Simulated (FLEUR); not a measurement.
# AlNi (Pm-3m) in FLEUR: single point with PBE

Aim: the single point of AlNi with PBE.

Everything below comes from runs of FLEUR MaX-R8.1 (later development tree). Logs are shortened: lines on timing, memory, paths and dates and some standing lists are left out, and cuts for length are marked.

## (1) Starting point

Symmetry: Pm-3m, No. 221, cubic system. Conventional cell: a = 2.881 Å, b = 2.881 Å, c = 2.881 Å, α = 90.00°, β = 90.00°, γ = 90.00°. Around Ni (site symmetry m-3m) lie 8 Al at 2.50 Å. Around Al (site symmetry m-3m) lie 8 Ni at 2.50 Å.

## (2) Single point, PBE, collinear spin, ferromagnetic start

The input, inp.xml:

```xml
<?xml version="1.0" encoding="UTF-8" standalone="no"?>
<fleurInput fleurInputVersion="0.39">
   <comment>
      AlNi                                                                                                
   </comment>
   <calculationSetup>
      <cutoffs Kmax="4.92" Gmax="15.3" GmaxXC="15.3" numbands="0"/>
      <scfLoop itmax="60" minDistance="0.00001" maxIterBroyd="15" imix="Anderson" alpha="0.05" precondParam="0.0" spinf="2.0" sdNocoIR="T"/>
      <coreElectrons ctail="T" frcor="F" kcrel="0" coretail_lmax="0"/>
      <xcFunctional name="pbe" relativisticCorrections="F"/>
      <magnetism jspins="2"/>
      <soc l_soc="F" theta="0.0" phi="0.0" spav="F"/>
      <expertModes spex="0" secvar="F"/>
      <geometryOptimization l_f="T" forcealpha="1.0" forcemix="BFGS" epsdisp="0.0005" epsforce="0.0002"/>
      <ldaU l_linMix="F" mixParam="0.05" spinf="1.0"/>
   </calculationSetup>
   <cell>
      <bzIntegration valenceElectrons="29.0" mode="hist" fermiSmearingEnergy="0.00183747">
         <kPointListSelection listName="default-1"/>
         <!-- k-points included here -->
         <xi:include xmlns:xi="http://www.w3.org/2001/XInclude" href="kpts.xml"> </xi:include>
      </bzIntegration>
      <!-- symmetry operations included here -->
      <xi:include xmlns:xi="http://www.w3.org/2001/XInclude" href="sym.xml"> </xi:include>
      <bulkLattice scale="1.0">
         <bravaisMatrix>
            <row-1>    5.4443009649725989     0.0000000000000000     0.0000000000000000</row-1>
            <row-2>    0.0000000000000000     5.4443009649725989     0.0000000000000000</row-2>
            <row-3>    0.0000000000000000     0.0000000000000000     5.4443009649725989</row-3>
         </bravaisMatrix>
      </bulkLattice>
   </cell>
   <atomSpecies>
      <species name="Nickel (Ni2.501" element="Ni" atomicNumber="28">
         <mtSphere radius="2.25" gridPoints="767" logIncrement="0.016"/>
         <atomicCutoffs lmax="9" lnonsphr="9"/>
         <electronConfig flipSpins="F">
            <coreConfig>(1s1/2) (2s1/2) (2p1/2) (2p3/2)</coreConfig>
            <valenceConfig>(3s1/2) (3p1/2) (3p3/2) (4s1/2) (3d3/2) (3d5/2)</valenceConfig>
            <stateOccupation state="(3d3/2)" spinUp="2.0" spinDown="1.2"/>
            <stateOccupation state="(3d5/2)" spinUp="3.0" spinDown="1.8"/>
         </electronConfig>
         <energyParameters s="4" p="4" d="3" f="4"/>
         <lo type="SCLO" l="0" n="3" eDeriv="0"/>
         <lo type="SCLO" l="1" n="3" eDeriv="0"/>
         <lo type="SCLO" l="1" n="3" eDeriv="1"/>
         <lo type="SCLO" l="2" n="3" eDeriv="2"/>
         <lo type="SCLO" l="3" n="4" eDeriv="2"/>
      </species>
      <species name="Aluminum (Al)" element="Al" atomicNumber="13">
         <mtSphere radius="1.99" gridPoints="677" logIncrement="0.017"/>
         <atomicCutoffs lmax="8" lnonsphr="8"/>
         <electronConfig flipSpins="F">
            <coreConfig>(1s1/2)</coreConfig>
            <valenceConfig>(2s1/2) (2p1/2) (2p3/2) (3s1/2) (3p1/2) (3p3/2)</valenceConfig>
            <stateOccupation state="(3p1/2)" spinUp="0.166667" spinDown="0.166667"/>
            <stateOccupation state="(3p3/2)" spinUp="0.333333" spinDown="0.333333"/>
         </electronConfig>
         <energyParameters s="3" p="3" d="3" f="4"/>
         <lo type="SCLO" l="0" n="2" eDeriv="0"/>
         <lo type="SCLO" l="1" n="2" eDeriv="0"/>
         <lo type="SCLO" l="2" n="3" eDeriv="2"/>
         <lo type="SCLO" l="3" n="4" eDeriv="2"/>
      </species>
   </atomSpecies>
   <atomGroups>
      <atomGroup species="Nickel (Ni2.501">
         <relPos label="                   1">1.000/2.000 1.000/2.000 1.000/2.000</relPos>
         <force calculate="T" relaxXYZ="TTT"/>
      </atomGroup>
      <atomGroup species="Aluminum (Al)">
         <relPos label="                   2">.0000000000 .0000000000 .0000000000</relPos>
         <force calculate="T" relaxXYZ="TTT"/>
      </atomGroup>
   </atomGroups>
   <output dos="F" band="F" slice="F">
      <checks vchk="F" cdinf="F"/>
      <bandDOS minEnergy="-.5*Htr" maxEnergy="0.5*Htr" sigma="0.015" storeEVData="T"/>
      <vacuumDOS vacdos="F" integ="F" star="F" nstars="0" locx1="0.0" locy1="0.0" locx2="0.0" locy2="0.0" nstm="0" tworkf="0.0"/>
      <unfoldingBand unfoldBand="F" supercellX="1" supercellY="1" supercellZ="1"/>
      <plotting iplot="0" polar="F">
         <plot TwoD="T" vec1="  1.0  0.0  0.0" vec2="  0.0  1.0  0.0" vec3="  0.0  0.0  1.0" zero="  0.0  0.0  0.0" file="plot"/>
      </plotting>
      <chargeDensitySlicing numkpt="0" minEigenval="0.0" maxEigenval="0.0" nnne="0" pallst="F"/>
      <specialOutput eonly="F"/>
      <moessbauerParams electricFieldGradient="T" isomerShift="T" coreHyperfine="T" valenceHyperfine="T"/>
      <magneticCircularDichroism mcd="F" energyLo="-10.0" energyUp="0.0"/>
   </output>
  <!-- We include the file relax.xml here to enable relaxations (see documentation) -->
  <xi:include xmlns:xi="http://www.w3.org/2001/XInclude" href="relax.xml"> <xi:fallback/> </xi:include>
</fleurInput>
```

The input, crystal.txt:

```
AlNi
&input cartesian=F /
2.8810000000  0.0000000000  0.0000000000
0.0000000000  2.8810000000  0.0000000000
0.0000000000  0.0000000000  2.8810000000
1.8897261246
1.0 1.0 1.0

2
28 0.5000000000  0.5000000000  0.5000000000 : 2.501
13 0.0000000000  0.0000000000  0.0000000000

&kpt div1=9 div2=9 div3=9 gamma=T /
```

Potentials or basis: all-electron, FLAPW.

Run with:

```sh
inpgen -f crystal.txt -profile fastHighL
# inp.xml edited to the form shown
fleur_MPI
```

The program printed:

```text
Welcome to FLEUR        (www.flapw.de)
      MaX-Release 8.1          (www.max-centre.eu)

 ========== k-point set info ==========
 Selected k-point list: default-1
 k-point list type: mesh
 9 x 9 x 9
 Number of k points: 35

 ------------Calculation Setup---------------------------
 Number of MPI-tasks      :            1
 Number of PE/node        :            1
 Number of OMP-threads    :            1
 Most efficient MPI parallelization for:
           1           5           7          35
 Additional eigenvalue parallelization possible
 Number of basis functions:          411
 Approximate size of matrices (H+S) per k-point:         0.003 GB
 --------------------------------------------------------
 Iteration:     1   Distance:      42.94589884 me/bohr^3
 Iteration:     2   Distance:      40.12923391 me/bohr^3
 Iteration:     3   Distance:      28.65445862 me/bohr^3
 Iteration:     4   Distance:      14.78840498 me/bohr^3
 Iteration:     5   Distance:       5.71853946 me/bohr^3
 Iteration:     6   Distance:       9.15843716 me/bohr^3
 Iteration:     7   Distance:       4.80595587 me/bohr^3
 Iteration:     8   Distance:       4.11987021 me/bohr^3
 Iteration:     9   Distance:       0.97921671 me/bohr^3
 Iteration:    10   Distance:       0.39597738 me/bohr^3
[... 5 lines left out ...]
 Iteration:    16   Distance:       0.00871646 me/bohr^3
 Iteration:    17   Distance:       0.00797461 me/bohr^3
 Iteration:    18   Distance:       0.00240736 me/bohr^3
 Iteration:    19   Distance:       0.00097115 me/bohr^3
 Iteration:    20   Distance:       0.00100517 me/bohr^3
 Iteration:    21   Distance:       0.00042441 me/bohr^3
 Iteration:    22   Distance:       0.00004358 me/bohr^3
 Iteration:    23   Distance:       0.00002606 me/bohr^3
 Iteration:    24   Distance:       0.00002670 me/bohr^3
 Iteration:    25   Distance:       0.00000363 me/bohr^3

 ********************************************************************
 Run finished successfully
 Stop message:
   Structural relaxation: Done
 ********************************************************************
```

It took 4.1 min on 1 thread of Arm Neoverse N1, shared host; peak memory 0.07 GiB.

What came out:

| Item | Value |
| --- | --- |
| Free energy | -47992.8554 eV |
| Band gap on the k mesh | none (metal or under the smearing width) |
| Net moment | 0.00 μB per cell |
| Valence electrons inside the program's atomic spheres | Ni 17.12; Al 8.93 (radii Ni 2.25, Al 1.99 bohr) |

Core levels (eV from the Fermi level):
```
atom                                                   levels
1 Ni  1s1/2 -8202.7, 2s1/2 -973.8, 2p1/2 -848.4, 2p3/2 -830.9
2 Al                                            1s1/2 -1505.7
```

Caveat: the starting moments collapsed, and a magnetic state may lie lower.
